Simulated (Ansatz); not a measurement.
# NbC: LAPW beside PAW

The same cell of NbC is computed with full-potential LAPW, PAW on the default files and all-electron PAW on datasets made for the crystal, to set the results side by side.

Computed with Ansatz 0.2.0 (DFT PBE, scalar-relativistic, unless a step's input says otherwise).

### Step 1. The system as given

Symmetry: Fm-3m, No. 225, cubic system. The conventional cell has a = 4.400 Å, b = 4.400 Å, c = 4.400 Å, α = 90.00°, β = 90.00°, γ = 90.00°. Nb (site symmetry m-3m) has 6 C at 2.20 Å as nearest neighbours. C (site symmetry m-3m) has 6 Nb at 2.20 Å as nearest neighbours.

Structure file:

```
Nb C
1.0
     0.00000    2.20000    2.20000
     2.20000    0.00000    2.20000
     2.20000    2.20000    0.00000
Nb C
1 1
Direct
  0.00000 0.00000 0.00000
  0.50000 0.50000 0.50000
```

The geometry is a database entry used as it stands. It may stem from high pressure or temperature, or be incomplete, so it serves as a test cell.

Atoms are numbered in the order of the input: Nb1, C2.

### Step 2. Full-potential LAPW

The input, input.yaml:

```yaml
crystal:
  lattice:
    - [0.0, 2.2, 2.2]
    - [2.2, 0.0, 2.2]
    - [2.2, 2.2, 0.0]
  atoms:
    - { symbol: Nb, position: [0.0, 0.0, 0.0] }
    - { symbol: C, position: [0.5, 0.5, 0.5] }
kpoints:
  mp_grid: { grid: [14, 14, 14] }
  band_path:
    path:
      - [0.0, 0.0, 0.0]
      - [0.5, 0.0, 0.5]
      - [0.625, 0.25, 0.625]
      - [0.375, 0.375, 0.75]
      - [0.0, 0.0, 0.0]
      - [0.5, 0.5, 0.5]
      - [0.5, 0.25, 0.75]
      - [0.5, 0.0, 0.5]
    npoints: 8
scf:
  occupations: { method: fermi_dirac, width: 0.05 }
hamiltonian:
  xc: pbe
  pseudopotentials: { kind: all_electron, lapw: { basis_error: 0.001 } }
output:
  forces: true
  stress: true
  eigenvalues: true
  populations: true
  dos: { projected: true, de: 0.2, e_range: [-14, 8] }
```

### Step 3. PAW on the default files

Edit input.yaml of step 2 so:

```diff
@@ -25,3 +25,3 @@
   xc: pbe
-  pseudopotentials: { kind: all_electron, lapw: { basis_error: 0.001 } }
+  pseudopotentials: { kind: paw }
 output:
@@ -30,3 +30,5 @@
   eigenvalues: true
+  efg: { contact_densities: true }
   populations: true
+  bader: true
   dos: { projected: true, de: 0.2, e_range: [-14, 8] }
```

### Step 4. All-electron PAW on datasets made for the crystal

Edit input.yaml of step 3 so:

```diff
@@ -25,3 +25,3 @@
   xc: pbe
-  pseudopotentials: { kind: paw }
+  pseudopotentials: { kind: all_electron, datasets: crystal }
 output:
@@ -31,4 +31 @@
   efg: { contact_densities: true }
-  populations: true
-  bader: true
-  dos: { projected: true, de: 0.2, e_range: [-14, 8] }
```

(Steps that only read results are left out.)

**Question.** What will these runs give? Wanted: pressure; gap; Bader charges.

**Answer**, as computed:

| quantity | value |
| --- | --- |
| pressure | LAPW 19.44, PAW 19.48, crystal datasets 19.44 GPa |
| gap (LAPW) | none |
| Bader charges (PAW) | Nb1 +1.74, C2 -1.74 e |

In words: At this geometry the cell is under compression of 19.4 GPa, so it would expand if let go. The count of 37 electrons in bands leaves a band partly filled, so there is no gap. Within 0.3 eV of the Fermi level the largest projected share is Nb 4d (72 %). The projection holds only the free atom's occupied shells (Nb 5s, Nb 4d, C 2s, C 2p in this range). In pressure, PAW differs from LAPW by +0.04 GPa. The price, with the outputs that each input asks for: 24 s for LAPW against 15 s for PAW, about 1.6 to one.
